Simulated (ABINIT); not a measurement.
Crystal: Ga.

```
CELL_PARAMETERS angstrom
2.77842 0.00000 0.00000
0.00000 3.28161 0.00000
-1.34343 0.00000 3.99027
ATOMIC_POSITIONS crystal
Ga 0.13460 0.75000 0.77017
Ga 0.86540 0.25000 0.22983
```

This isn't the form of Ga at room conditions, which is orthorhombic.

Base run:

- Program: ABINIT 10.8.3 (patched build)
- Functional: PBEsol
- Potentials or basis: Ansatz PAW PBE default generated set, frozen core
- Cutoff: 490 eV
- k mesh: 10 × 8 × 7
- Occupations: fermi-dirac, width 0.05 eV
- Spin: no spin polarisation

Its results: band gap on the k mesh none (metal or under the smearing width); pressure -0.7 GPa; largest force 0.070 eV/Å.

Question: The run is repeated on the same cell with these changes: functional from PBEsol to PW91. What comes out?

Answer: Band gap on the k mesh none (metal or under the smearing width); pressure 3.2 GPa; largest force 0.092 eV/Å.

PW91 binds less tightly than PBEsol, so the same cell stands under more pressure.

Caveats: the PAW data sets were made with another functional, which shifts forces and pressure a little; the atomic spheres overlap.
